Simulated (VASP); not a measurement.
SnS, 8 atoms in the cell. The structure is orthorhombic, space group Pnma (No. 62). The conventional cell has a = 11.200 Å, b = 3.987 Å, c = 4.334 Å, α = 90.00°, β = 90.00°, γ = 90.00°. Sn (site symmetry m) is surrounded by 3 S at 2.63 to 2.67 Å. Around S (site symmetry m) lie 3 Sn at 2.63 to 2.67 Å. 

| Property | Result |
| --- | --- |
| Program | VASP 6.6.1 |
| Task | relaxation of cell and atoms |
| Functional | PBE |
| Dispersion | D3(BJ) |
| Potentials or basis | VASP PAW PBE potentials, release 64 (Sn_d, S) |
| Cutoff | 600 eV |
| k mesh | 4 × 8 × 6 |
| Occupations | gaussian, width 0.03 eV |
| Spin | no spin polarisation |
| Further INCAR settings | ALGO = Normal; EDIFF = 1e-06; IBRION = 2; EDIFFG = -0.01; NSW = 90; ISIF = 3 |

Potentials or basis: VASP PAW PBE potentials, release 64 (Sn_d, S).

Launch:

```sh
$ cat potpaw_PBE.64/Sn_d/POTCAR potpaw_PBE.64/S/POTCAR > POTCAR
$ mpirun -np 2 vasp_std > vasp.out
```

Hardware: 2 MPI ranks on Intel(R) Xeon(R) Platinum 8488C (Sapphire Rapids), on a shared host.

Problem. Estimate the wall time of this run.

Solution. Run time: 33 min on 2 MPI ranks on Intel(R) Xeon(R) Platinum 8488C (Sapphire Rapids), on a shared host, peak memory 0.66 GiB a rank. Counts: scf iterations 106, k points 60, ion steps 15.
